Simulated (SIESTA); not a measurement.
The system is Cu.

```xyz
1
Lattice="0.0000 1.8075 1.8075 1.8075 0.0000 1.8075 1.8075 1.8075 0.0000" Properties=species:S:1:pos:R:3 pbc="T T T"
Cu    0.0000    0.0000    0.0000
```

Base run:

* Program: SIESTA 5.4.2
* Functional: PBE
* Potentials or basis: PseudoDojo 0.4 standard (PBE files)
* Basis: TZDP (energy shift 0.003 Ry; two zetas on semicore shells)
* Grid cutoff: 800 Ry
* Energy shift: 0.003 Ry
* k mesh: 13 × 13 × 13
* Occupations: fermi-dirac, width 0.05 eV
* Spin: no spin polarisation

Its results: band gap on the k mesh none (metal or under the smearing width); pressure 1.0 GPa.

After a change of settings the same cell gave: band gap on the k mesh none (metal or under the smearing width); pressure -1.3 GPa. Which change was it?
A. basis from TZDP (energy shift 0.003 Ry; two zetas on semicore shells) to DZP (energy shift 0.003 Ry; two zetas on semicore shells)
B. functional from PBE to vdW-DF-cx; basis from TZDP (energy shift 0.003 Ry; two zetas on semicore shells) to DZP (energy shift 0.003 Ry; two zetas on semicore shells)
C. basis from TZDP (energy shift 0.003 Ry; two zetas on semicore shells) to SZ (energy shift 0.003 Ry)
D. basis from TZDP (energy shift 0.003 Ry; two zetas on semicore shells) to TZDP (energy shift 0.01 Ry); energy shift from 0.003 Ry to 0.01 Ry

D.

Caveats: the basis of atomic orbitals isn't converged, which shifts pressures, moduli and gaps; short orbitals over semicore shells can move pressures by several GPa (some runs); semicore shells carry a single zeta, which can move pressures by several GPa and volumes by a few percent (some runs).
